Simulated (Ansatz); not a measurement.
Input of an Ansatz 0.2.0 run:

File input.yaml:

```yaml
crystal:
  lattice:
    - [-1.9111067713, 1.9111067713, 4.2806687947]
    - [1.9111067713, -1.9111067713, 4.2806687947]
    - [1.9111067713, 1.9111067713, -4.2806687947]
  atoms:
    - { symbol: Ti, position: [0.0, 0.0, 0.0] }
    - { symbol: Al, position: [0.25, 0.75, 0.5] }
    - { symbol: Al, position: [0.75, 0.25, 0.5] }
    - { symbol: Al, position: [0.5, 0.5, 0.0] }
kpoints:
  mp_grid: { grid: [10, 10, 10] }
  band_path:
    path:
      - [0.0, 0.0, 0.0]
      - [0.0, 0.0, 0.5]
      - [-0.0996590294, 0.0996590294, 0.5]
      - [-0.2998295147, 0.2998295147, 0.2998295147]
      - [0.0, 0.0, 0.0]
      - [0.5, 0.5, -0.5]
      - [0.2998295147, 0.7001704853, -0.2998295147]
      - [0.0, 0.5, 0.0]
    npoints: 8
scf:
  occupations: { method: fermi_dirac, width: 0.05 }
hamiltonian:
  xc: pbesol
  pseudopotentials: { kind: all_electron, lapw: { basis_error: 0.002 } }
output:
  forces: true
  stress: true
  eigenvalues: true
```

Potentials or basis: all-electron LAPW, scalar-relativistic.

Launch:

```bash
$ ansatz run input.yaml --threads 2 --pin off --max-ram 8192MiB --backend cpu --events-out ev --progress --plain --runs-dir out
```

Task: Estimate the band gap along the path.

Result: None (metal or under the smearing width).

Task: Estimate the pressure.

Result: -0.5 GPa.

Levels at the corners of the path, in eV from the Fermi level:
```tsv
point	band 18	band 19	band 20	band 21	band 22	band 23	band 24	band 25	band 26	band 27
Γ	-2.86	-2.62	-1.42	-1.23	-1.23	0.85	1.76	1.76	2.24	2.48
X	-5.07	-4.38	-3.76	-2.70	-2.21	-0.99	1.78	1.95	2.71	2.86
Y	-5.65	-4.92	-3.62	-2.21	-1.37	-0.86	1.70	1.92	2.22	3.36
S	-6.75	-5.58	-1.07	-0.76	-0.61	0.57	1.61	2.13	3.07	3.18
Γ	-2.86	-2.62	-1.42	-1.23	-1.23	0.85	1.76	1.76	2.24	2.48
Z	-7.59	-2.01	-0.91	-0.91	-0.24	0.71	0.71	0.97	3.08	4.79
S1	-6.75	-5.58	-1.07	-0.76	-0.61	0.57	1.61	2.13	3.07	3.18
N	-6.98	-3.62	-2.94	-1.05	-0.26	0.51	1.82	2.11	2.74	3.18
```
